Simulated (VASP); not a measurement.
BAs: equation of state with PBE

**The experiment to reproduce.**

From “Basic Physical Properties of Cubic Boron Arsenide”, 2019, arxiv:1911.11281, for a bulk crystal of BAs: bulk modulus 148 GPa.

The system is BAs.

```
As B
1.0
     0.00000    2.38850    2.38850
     2.38850    0.00000    2.38850
     2.38850    2.38850    0.00000
As B
1 1
Direct
  0.75000 0.75000 0.75000
  0.00000 0.00000 0.00000
```

```yaml
Program: VASP 6.6.1
Task: equation of state
Functional: PBE
Potentials_or_basis: VASP PAW PBE potentials, release 64 (As, B)
Cutoff: 520 eV
k_mesh: 10 × 10 × 10
Occupations: fermi-dirac, width 0.05 eV
Spin: no spin polarisation
Further_INCAR_settings: ALGO = Normal; EDIFF = 1e-07; NBANDS = 11
```

- Equilibrium volume: 13.97 Å³/atom
- Bulk modulus: 132 GPa
- Pressure derivative of the bulk modulus: 4.1

Energy against volume, from the lowest point:
| volume (Å³/atom) | energy (meV/atom) |
| --- | --- |
| 12.809 | 45.96 |
| 13.081 | 25.92 |
| 13.354 | 11.96 |
| 13.626 | 3.49 |
| 13.899 | 0.00 |
| 14.171 | 1.01 |
| 14.444 | 6.09 |

All runs of the series together: 79 s on 1 thread of Intel(R) Xeon(R) 6975P-C (Granite Rapids) (shared host).

A measured bulk modulus of BAs is 148 GPa (quoted in “Basic Physical Properties of Cubic Boron Arsenide”, 2019, arxiv:1911.11281); the calculated 132 GPa misses it by -10.8 %. The fit is for a static lattice scaled at fixed shape and fixed fractional positions.

PBE usually gives volumes a little too large and moduli too small.
